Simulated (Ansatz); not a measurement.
Runs of Ansatz 0.2.0 on W. The structure is cubic, space group Fm-3m (No. 225). Conventional cell: a = 4.060 Å, b = 4.060 Å, c = 4.060 Å, α = 90.00°, β = 90.00°, γ = 90.00°. W (site symmetry m-3m) has 12 W at 2.87 Å as nearest neighbours. This isn't the form of W at room conditions, which is bcc.

```csv
level,spin,cell,k mesh,target pressure (GPa),gap on the mesh (eV),pressure (GPa),relaxed volume (Å³/atom)
LDA,off,relaxed to 2 GPa,11 × 11 × 11,2,none,2.0,-
LDA,off,relaxed to 30 GPa,11 × 11 × 11,30,none,30.0,-
LDA,off,relaxed to 5 GPa,11 × 11 × 11,5,none,5.0,-
LDA,off,relaxed to 20 GPa,11 × 11 × 11,20,none,20.0,-
LDA,off,relaxed to 10 GPa,11 × 11 × 11,10,none,10.0,-
LDA,off,relaxed,11 × 11 × 11,-,none,0.0,(a)
PBE,"SOC, no magnetisation",relaxed,8 × 8 × 8,-,none,0.0,16.49
```

Alike in all rows: task relaxation of cell and atoms; potentials or basis Ansatz PAW; cutoff (eV) 420; smearing fermi-dirac 0.05 eV.

Question: Estimate the missing entries.

Answer: (a) 15.72.

Caveats: the plane-wave basis is chosen anew once the cell has moved, so the energies of steps on either side of that aren't comparable; the PAW data sets come from PBE, with cores solved anew for the run's functional, which leaves a small shift of forces and pressure (some runs).

A k mesh can miss the band edges, and rows without SOC leave out spin-orbit coupling on W.

A gap of «none» marks a metal or a gap under the smearing width.
